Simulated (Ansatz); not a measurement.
BeS (rocksalt), relaxed with r2SCAN: space group Fm-3m (No. 225), cubic; conventional cell a = 4.635 Å, 12.44 Å³ an atom. Around Be lie 6 S at 2.32 Å; around S lie 6 Be at 2.32 Å. One-shot G0W0@PBE in the plane-wave code Ansatz on a 6×6×6 mesh (contour deformation, no spin-orbit coupling), from a PBE gap of 0.974 eV over the mesh points (the G0W0 gap is indirect on the mesh); the number N of bands summed and the screening cutoff rise together. Spin-unpolarised throughout. Whether this structure exists isn't addressed.

```csv
N,cutoff (eV),1000/N,G0W0 gap (eV)
44,80,22.727,1.593
97,140,10.309,1.734
```

Task: Lay a straight line in 1000/N through these rows.

Result: The slope is -0.0114 eV per unit of 1000/N and the intercept 1.851 eV.

Task: Predict the gap at N = 175 (210 eV).

Result: 1.851 + (-0.0114) × 5.714 = 1.786 eV; the run gives 1.816 eV, +0.030 eV from the line.

Task: With that run's result added, what limit do the last two rows suggest?

Result: Their slope is (1.816 − 1.734)/(5.714 − 10.309) = -0.0178, which meets 1/N = 0 at 1.92 eV, against 1.851 eV from the first line. The slope steepens, so 1/N isn't yet asymptotic and the true limit probably lies higher still; the k mesh isn't extrapolated.
